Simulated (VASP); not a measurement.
# A single sheet of MgI2 in VASP, part 2 of 2

Aim: model a single sheet of MgI2 by a slab and find how far its highest filled level lies below the vacuum.

VASP 6.6.1; PBEsol; plane waves and PAW (I, Mg).

So far. Step 2 (Surface relaxation): The run ended after 5 ionic steps, 0.015 eV below its first step, once the forces on the free atoms met EDIFFG = -0.03.

## (3) Vacuum level and density of states

A static run writes the electrostatic potential without exchange and correlation (LVHAR), which is flat in the vacuum and gives the level to count from. The dipole correction cancels the field that unlike faces would set up across the vacuum.

INCAR

```
SYSTEM = MgI2
PREC = Normal
ENCUT = 300
EDIFF = 1E-06
NELM = 120
ISMEAR = 0
SIGMA = 0.05
LREAL = .FALSE.
ALGO = Fast
GGA = PS
NBANDS = 21
LORBIT = 11
LWAVE = .FALSE.
LCHARG = .TRUE.
IDIPOL = 3
LDIPOL = .TRUE.
DIPOL = 0.5 0.5 0.5
LVHAR = .TRUE.
LVACPOTAV = .TRUE.
LELF = .TRUE.
NEDOS = 1500
```

POSCAR

```
MgI2
1.0
    4.1400000000      0.0000000000      0.0000000000
   -2.0700000000      3.5853451720      0.0000000000
    0.0000000000      0.0000000000     18.4400000000
I Mg
2 1
Direct
    0.3333333330      0.6666666670      0.5902922217
    0.6666666670      0.3333333330      0.4097077783
    0.0000000000      0.0000000000      0.5000000000
```

KPOINTS

```
Automatic mesh
0
Gamma
9 9 1
0 0 0
```

KPOINTS_OPT

```
Line mode
14
Line-mode
Reciprocal
  0.00000000   0.00000000   0.00000000 GAMMA
  0.50000000   0.00000000   0.00000000 M

  0.50000000   0.00000000   0.00000000 M
  0.33333333   0.33333333   0.00000000 K

  0.33333333   0.33333333   0.00000000 K
  0.00000000   0.00000000   0.00000000 GAMMA
```

Potentials, in the order of the species: I and Mg (PBE family, release 64).

Started as:

```
$ mpirun -np 2 vasp_std
```

Log:

```text
[banner, memory and clock lines left out]
running    2 mpi-ranks, on    1 nodes
 distrk:  each k-point on    2 cores,    1 groups
 distr:  one band on    1 cores,    2 groups

 POSCAR found type information on POSCAR I Mg
 POSCAR found :  2 types and       3 ions
 [... a notice as in an earlier step ...]

 LDA part: xc-table for (Slater+PW92), standard interpolation
|                                                                             |
|           W    W    AA    RRRRR   N    N  II  N    N   GGGG   !!!           |
|           W    W   A  A   R    R  NN   N  II  NN   N  G    G  !!!           |
|           W    W  A    A  R    R  N N  N  II  N N  N  G       !!!           |
|           W WW W  AAAAAA  RRRRR   N  N N  II  N  N N  G  GGG   !            |
|           WW  WW  A    A  R   R   N   NN  II  N   NN  G    G                |
|           W    W  A    A  R    R  N    N  II  N    N   GGGG   !!!           |
|                                                                             |
|     The number of bands has been changed from the values supplied in        |
|     The orbitals not found in the WAVECAR file will be initialized with     |
|     random numbers, which is usually adequate. For correlated               |
|     calculations, however, you should redo the groundstate calculation.     |
|     I found NBANDS = 21. Now, NBANDS = 22.                                  |
|                                                                             |

 POSCAR, INCAR and KPOINTS ok, starting setup
 FFT: planning ... GRIDC
 FFT: planning ... GRID_SOFT
 FFT: planning ... GRID
 WAVECAR not read
 entering main loop
       N       E                     dE             d eps       ncg     rms          rms(c)
DAV:   1     0.754073520211E+02    0.75407E+02   -0.32966E+03   528   0.327E+02
DAV:   2     0.807365493815E+00   -0.74600E+02   -0.66911E+02   736   0.801E+01
DAV:   3    -0.825256379847E+01   -0.90599E+01   -0.89899E+01   690   0.307E+01
DAV:   4    -0.855814087537E+01   -0.30558E+00   -0.30552E+00   720   0.678E+00
DAV:   5    -0.856091862585E+01   -0.27778E-02   -0.27777E-02   718   0.702E-01    0.392E+00
RMM:   6    -0.843178046223E+01    0.12914E+00   -0.92318E-02   610   0.894E-01    0.255E+00
RMM:   7    -0.840428900741E+01    0.27491E-01   -0.13932E-01   673   0.115E+00    0.529E-01
RMM:   8    -0.839864603475E+01    0.56430E-02   -0.13272E-02   610   0.412E-01    0.146E-01
RMM:   9    -0.839864854518E+01   -0.25104E-05   -0.10477E-03   657   0.153E-01    0.552E-02
RMM:  10    -0.839862920994E+01    0.19335E-04   -0.19256E-04   703   0.629E-02    0.282E-02
RMM:  11    -0.839864151534E+01   -0.12305E-04   -0.40073E-05   731   0.286E-02    0.146E-02
RMM:  12    -0.839866016251E+01   -0.18647E-04   -0.98386E-06   726   0.129E-02    0.515E-03
RMM:  13    -0.839868512624E+01   -0.24964E-04   -0.66456E-06   730   0.833E-03    0.847E-03
RMM:  14    -0.839869994742E+01   -0.14821E-04   -0.13951E-06   669   0.438E-03    0.313E-03
RMM:  15    -0.839870718540E+01   -0.72380E-05   -0.62851E-07   656   0.275E-03    0.776E-04
RMM:  16    -0.839871431481E+01   -0.71294E-05   -0.97518E-08   647   0.139E-03    0.852E-04
RMM:  17    -0.839871930249E+01   -0.49877E-05   -0.62225E-08   637   0.100E-03    0.751E-04
RMM:  18    -0.839872159745E+01   -0.22950E-05   -0.13723E-08   564   0.650E-04    0.150E-04
RMM:  19    -0.839872278714E+01   -0.11897E-05   -0.24297E-08   571   0.694E-04    0.315E-04
RMM:  20    -0.839872292358E+01   -0.13643E-06   -0.13425E-09   512   0.543E-04
|                                                                             |
|           W    W    AA    RRRRR   N    N  II  N    N   GGGG   !!!           |
|           W    W   A  A   R    R  NN   N  II  NN   N  G    G  !!!           |
|           W    W  A    A  R    R  N N  N  II  N N  N  G       !!!           |
|           W WW W  AAAAAA  RRRRR   N  N N  II  N  N N  G  GGG   !            |
|           WW  WW  A    A  R   R   N   NN  II  N   NN  G    G                |
|           W    W  A    A  R    R  N    N  II  N    N   GGGG   !!!           |
|                                                                             |
|     Did not find any points to average over, which means that no vacuum     |
|     field-free region was found. Please increase the size of  your cell     |
|     in the dimension of the dipole correction to obtain accurate            |
|     workfunction values.                                                    |
|                                                                             |

   1 F= -.83987229E+01 E0= -.83987229E+01  d E =-.353784E-11
 Start KPOINTS_OPT (optional k-point list driver)
k-point batch [1-12\42]
       N       E                     dE             ncg
DAV:   1    -0.333471779139E+03   -0.19246E+04      528
DAV:   2    -0.122264475988E+04   -0.88917E+03      702
DAV:   3    -0.133510314630E+04   -0.11246E+03      690
DAV:   4    -0.133885078849E+04   -0.37476E+01      702
DAV:   5    -0.133886953874E+04   -0.18750E-01      722
DAV:   6    -0.133887025155E+04   -0.71282E-03      716
DAV:   7    -0.133887025674E+04   -0.51838E-05      740
DAV:   8    -0.133887025687E+04   -0.12649E-06      428
[...]
k-point batch [37-42\42]
       N       E                     dE             ncg
DAV:   1     0.156752824761E+04   -0.45885E+03      264
DAV:   2     0.112997505910E+04   -0.43755E+03      358
DAV:   3     0.107269667434E+04   -0.57278E+02      312
DAV:   4     0.107081914933E+04   -0.18775E+01      360
DAV:   5     0.107080797107E+04   -0.11178E-01      314
DAV:   6     0.107080750428E+04   -0.46679E-03      380
DAV:   7     0.107080750103E+04   -0.32538E-05      330
DAV:   8     0.107080750095E+04   -0.81415E-07      234
```

It took 21 s on 2 MPI ranks of AMD EPYC 7R43, shared host; peak memory 0.28 GiB.

OUTCAR, selected parts (step 3):

```text
The static configuration has the point symmetry D_3d.

 Found     12 irreducible k-points:

   k-points           NKPTS =     12   k-points in BZ     NKDIM =     12   number of bands    NBANDS=     22

   NELECT =      16.0000    total number of electrons

 E-fermi :  -2.9902

 k-point     1 :       0.0000    0.0000    0.0000
  band No.  band energies     occupation
    ...
      4      -3.8938      2.00000
      5      -3.4967      2.00000
      6      -3.4967      2.00000
      7      -3.2087      2.00000
      8      -3.2087      2.00000
      9       0.8436      0.00000
     10       1.6039      0.00000
     11       2.8464      0.00000
     12       2.9542      0.00000
     13       3.4809      0.00000
    ...

 k-point     2 :       0.1111    0.0000    0.0000
  band No.  band energies     occupation
    ...
      4      -4.1376      2.00000
      5      -3.7545      2.00000
      6      -3.6512      2.00000
      7      -3.6119      2.00000
      8      -3.2409      2.00000
      9       1.2707      0.00000
     10       2.0829      0.00000
     11       2.7652      0.00000
     12       2.9887      0.00000
     13       3.3715      0.00000
    ...

  Total       -0.1200101     -0.1200101     -0.0279669      0.0000000      0.0000000      0.0000000
  in kB       -0.7024838     -0.7024838     -0.1637055      0.0000000      0.0000000      0.0000000
  external PRESSURE =      -0.5228910 kB  Pullay stress =       0.0000000 kB

 POSITION                                       TOTAL-FORCE (eV/Angst)
 -----------------------------------------------------------------------------------
     -0.00000      2.39023     10.88499         0.000000      0.000000     -0.004769
      2.07000      1.19512      7.55501        -0.000000     -0.000000      0.004769
      0.00000      0.00000      9.22000        -0.000000      0.000000      0.000000
 -----------------------------------------------------------------------------------
    total drift:                               -0.000000     -0.000000     -0.000000

  FREE ENERGIE OF THE ION-ELECTRON SYSTEM (eV)
  ---------------------------------------------------
  free  energy   TOTEN  =        -8.3987229236 eV

  energy  without entropy=       -8.3987229236  energy(sigma->0) =       -8.39872292

 vacuum level on the upper side and lower side of the slab         3.199         3.199

 total charge
# of ion       s       p       d       tot
------------------------------------------
    1        1.504   2.815   0.012   4.331
    2        1.504   2.815   0.012   4.331
    3        0.139   0.114   0.028   0.282
--------------------------------------------------
tot          3.147   5.744   0.053   8.943

[... 7 parts as in an earlier step ...]

[... 6 further parts left out ...]
```

This step gave:

| Item | Value |
| --- | --- |
| electronic cycles | 20 |
| Fermi energy | -2.990 eV |
| least gap on mesh and path | 3.613 eV |
| least direct gap on mesh and path | 4.052 eV |
| vacuum levels | 3.199, 3.199 eV |
| ionisation potentials of the upper and lower face | 6.408, 6.408 eV |
| electron affinities of the upper and lower face | 2.795, 2.795 eV |

Electronic bands along the path, in eV, zero at the valence-band top; v1 is the highest filled band, c1 the lowest empty one:

| point | v4 | v3 | v2 | v1 | c1 | c2 | c3 | c4 |
| --- | --- | --- | --- | --- | --- | --- | --- | --- |
| Γ | -0.29 | -0.29 | 0.00 | 0.00 | 4.05 | 4.81 | 6.06 | 6.16 |
| 0.46 of the way | -1.22 | -0.77 | -0.55 | -0.18 | 4.60 | 5.48 | 6.12 | 6.59 |
| M | -1.41 | -1.20 | -0.73 | -0.47 | 3.61 | 5.39 | 5.58 | 6.57 |
| 0.46 of the way | -1.81 | -1.49 | -0.81 | -0.66 | 4.15 | 6.08 | 6.12 | 6.77 |
| K | -2.51 | -1.99 | -0.79 | -0.79 | 4.46 | 6.42 | 6.42 | 7.97 |
| 0.46 of the way | -1.78 | -0.90 | -0.84 | -0.44 | 4.78 | 5.97 | 6.29 | 6.79 |
| Γ | -0.29 | -0.29 | 0.00 | 0.00 | 4.05 | 4.81 | 6.06 | 6.16 |

Of the projections kept (I, Mg), the largest for each band there; the rest of the weight can lie on other orbitals:

| point | v4 | v3 | v2 | v1 | c1 | c2 | c3 | c4 |
| --- | --- | --- | --- | --- | --- | --- | --- | --- |
| Γ | I 0.99 | I 0.99 | I 0.98 | I 0.98 | I 0.63 | I 0.71 | I 0.69 | I 1.00 |
| M | I 0.97 | I 0.96 | I 0.99 | I 0.99 | Mg 0.54 | I 0.79 | I 0.84 | I 0.70 |
| K | I 0.96 | I 0.95 | I 0.99 | I 0.99 | I 0.54 | I 0.78 | I 0.78 | I 0.85 |
| Γ | I 0.99 | I 0.99 | I 0.98 | I 0.98 | I 0.63 | I 0.71 | I 0.69 | I 1.00 |

The density of states has structure finer than the step of the table below, so its rows give means over 1 eV, whole bins alone (the curve runs from -12.0 to 11.5 eV). Peaks (eV: height): total -11.1: 11.2, -0.5: 10.0, 6.6: 9.81, 8.4: 10.0; I s -11.1: 8.48; I p -2.9: 2.35, -1.6: 3.94, -1.0: 3.55, -0.5: 5.52; I d 6.6: 0.885, 7.4: 0.738, 8.9: 0.880, 10.1: 0.828; Mg s -3.3: 0.249, 4.2: 0.420, 4.4: 0.636, 4.6: 0.681.

Means over bins of 0.085 eV. Table of density of states by energy, zero at the valence-band top; means over each step; values in states/eV/cell:

| energy (eV) | total | I s | I p | I d | Mg s | Mg p |
| --- | --- | --- | --- | --- | --- | --- |
| -11 | 3.21 | 2.38 | 0.00407 | 7.7e-5 | 0.00253 | 0.00566 |
| -10 | 0 | 0 | 0 | 0 | 0 | 0 |
| -9 | 0 | 0 | 0 | 0 | 0 | 0 |
| -8 | 0 | 0 | 0 | 0 | 0 | 0 |
| -7 | 0 | 0 | 0 | 0 | 0 | 0 |
| -6 | 0 | 0 | 0 | 0 | 0 | 0 |
| -5 | 0 | 0 | 0 | 0 | 0 | 0 |
| -4 | 0.175 | 0.00136 | 0.0579 | 5.3e-4 | 0.0104 | 3.3e-5 |
| -3 | 2.99 | 0.0615 | 1.07 | 0.00736 | 0.109 | 0.0246 |
| -2 | 2.26 | 0.00803 | 0.994 | 0.00691 | 0.00509 | 0.0382 |
| -1 | 4.81 | 0.00984 | 2.50 | 0.00758 | 0.00557 | 0.0373 |
| 0 | 1.74 | 0.00160 | 0.991 | 0.00193 | 5.9e-4 | 0.00731 |
| 1 | 0 | 0 | 0 | 0 | 0 | 0 |
| 2 | 0 | 0 | 0 | 0 | 0 | 0 |
| 3 | 8.7e-4 | 1.4e-5 | 6.4e-5 | 5.5e-5 | 1.5e-4 | 1.3e-6 |
| 4 | 1.16 | 0.0260 | 0.140 | 0.0645 | 0.199 | 0.00383 |
| 5 | 1.37 | 0.0648 | 0.147 | 0.0736 | 0.142 | 0.0323 |
| 6 | 3.41 | 0.0903 | 0.176 | 0.250 | 0.0147 | 0.0961 |
| 7 | 5.31 | 0.0576 | 0.307 | 0.479 | 0.0112 | 0.298 |
| 8 | 4.36 | 0.0207 | 0.240 | 0.301 | 0.0125 | 0.0836 |
| 9 | 4.39 | 0.0215 | 0.264 | 0.326 | 0.0128 | 0.0465 |
| 10 | 5.19 | 0.0238 | 0.199 | 0.442 | 0.0207 | 0.0653 |
| 11 | 2.75 | 0.0117 | 0.0889 | 0.183 | 0.00792 | 0.0371 |

Zero at the Fermi level. Table of planar average of the electrostatic potential by height:

height (Å), planar average of the electrostatic potential (eV) and a bar from the least value:
```
      0.0        6.2 ##############################
      0.5        6.2 ##############################
      1.0        6.2 ##############################
      1.5        6.2 ##############################
      2.0        6.2 ##############################
      2.5        6.2 ##############################
      3.0        6.2 ##############################
      3.5        6.2 ##############################
      4.0        6.2 ##############################
      4.5        6.2 ##############################
      5.0        6.2 ##############################
      5.5        6.1 ##############################
      6.0        5.7 #############################
      6.5        3.9 ##########################
      7.0       -4.4 ############
      7.5      -11.1 
      8.0       -7.8 ######
      8.5       -1.0 ##################
      9.0       -1.3 #################
      9.5       -1.2 #################
     10.0       -1.4 #################
     10.5       -8.6 ####
     11.0      -10.8 #
     11.5       -3.1 ##############
     12.0        4.3 ###########################
     12.5        5.7 #############################
     13.0        6.1 ##############################
     13.5        6.2 ##############################
     14.0        6.2 ##############################
     14.5        6.2 ##############################
     15.0        6.2 ##############################
     15.5        6.2 ##############################
     16.0        6.2 ##############################
     16.5        6.2 ##############################
     17.0        6.2 ##############################
     17.5        6.2 ##############################
     18.0        6.2 ##############################
```

Density of states in the PAW spheres, an atom over height of the layer and energy from the Fermi level.

Ten even steps from '_' (0.00 states/eV) to '@' (2.22 states/eV), each cell a mean:
```
______
______
::__::
@@__@@
==__==
--__--
--__--
..__..
::__::
--__--
::__::
______
______
______
______
______
______
______
______
______
______
______
```
Columns: height of the layer (Å) from 7.6 to 10.9; rows upwards: energy from the Fermi level (eV) from -7.9 to 0.5.

Valence density in the ca plane at fractional y = 0.000, with atoms of Mg within 0.2 Å of it. It is the smooth field of the valence electrons, not physical close to the nuclei.

Ten even steps from '0' (0.00 e/Å³) to '9' (0.34 e/Å³), each cell a mean:
```
00000000000000000111100111100000000000000000
00000000000000001223211223210000000000000000
00000000000000012455322345531000000000000000
00000000000000024797422368863100000000000000
00000000000000025898422369973100000000000000
00000000000000013676422357752100000000000000
00000000000000002344322234321000000000000000
00000000000000000122211122110000000000000000
00000000000000000011100111100000000000000000
```
Columns run along c (18.4 Å), rows up along a (4.1 Å). Atoms in or near the plane, at fractional coordinates: Mg at (0.50, 0.00).

Electrostatic potential energy in the ca plane at fractional y = 0.000, with atoms of Mg within 0.2 Å of it. With pseudopotentials it is smooth inside the atoms' cores, unlike the true potential.

Ten even steps from '0' (-13 eV) to '9' (3 eV), each cell a mean:
```
99999999999999999985000037899999999999999999
99999999999999999886410257899999999999999999
99999999999999998877765677789999999999999999
99999999999999997656788876578999999999999999
99999999999999997556788875568999999999999999
99999999999999998667777776678999999999999999
99999999999999999887643567889999999999999999
99999999999999999986200047899999999999999999
99999999999999999985000027899999999999999999
```
Columns run along c (18.4 Å; values clipped at the 3rd and 97th percentile), rows up along a (4.1 Å). Atoms in or near the plane, at fractional coordinates: Mg at (0.50, 0.00).

ELF in the ca plane at fractional y = 0.000, with atoms of Mg within 0.2 Å of it. It is the smooth field of the valence electrons, not physical close to the nuclei.

Ten even steps from '0' (0.00) to '9' (0.83), each cell a mean:
```
00000000000000000011100011100000000000000000
00000000000000012345421355431000000000000000
00000001000000247888632578876310000000100000
00000000002002479999731589998631000000000000
00000000000002589999731589999741000000000000
00000100000001368999732589997521003001000000
00000000000000124677631467653200000000000000
00000000000000001123210133210000000000000000
00000000000000000001000011000000000000000000
```
Columns run along c (18.4 Å), rows up along a (4.1 Å). Atoms in or near the plane, at fractional coordinates: Mg at (0.50, 0.00).

The density of states holds every band computed, so its fall toward the upper end of the range is no gap.

The map of layer states is cut here 0.5 eV above the Fermi level, so it leaves out the states above that.

The vacuum level lies 6.41 eV above the highest filled level at the upper face; both faces agree, as the slab has next to no dipole.

The program found no field-free point at its default tolerance, but its printed level agrees with the flat part of the planar average.

## (4) Putting the energies together

This step: slab, PBEsol; plane waves and PAW (VASP 6.6.1).

No new run; the numbers come from the runs before.

This step gave:

* ionisation potential at the upper face: 6.408 eV

## (5) Outcome

| Item | Value |
| --- | --- |
| ionisation potential of the slab | 6.41 eV |

What this shows: The ionisation potential is 6.41 eV at both faces. The atom that ends on top (I) moved inwards by 0.06 Å, counted from the mean of all atoms. Semilocal band edges put the ionisation potential too low and the gap too small. Spin-orbit coupling is left out, which matters for the heavy elements here. The cell in the plane was kept as given and was not relaxed here. The slab has a gap, so the level below the vacuum is counted from the highest filled level.

[Lines on the potential files, build, host, timing and source positions are cut from VASP's logs without a mark.]

[Logs are printed without paths, hosts, clocks, repeated set-up lines and the standing remarks that a program may print on its own settings, such as how far it seeks lower states.]

[Hosts, paths, dates, database ids (printed as entryN), source tags and the programs' standing remarks are cut or masked in the printed files.]

[In band tables of VASP the shares of atoms and orbitals are scaled to a sum of 1 inside the atoms' spheres.]

[Runs that stopped without an error message from VASP are left out.]
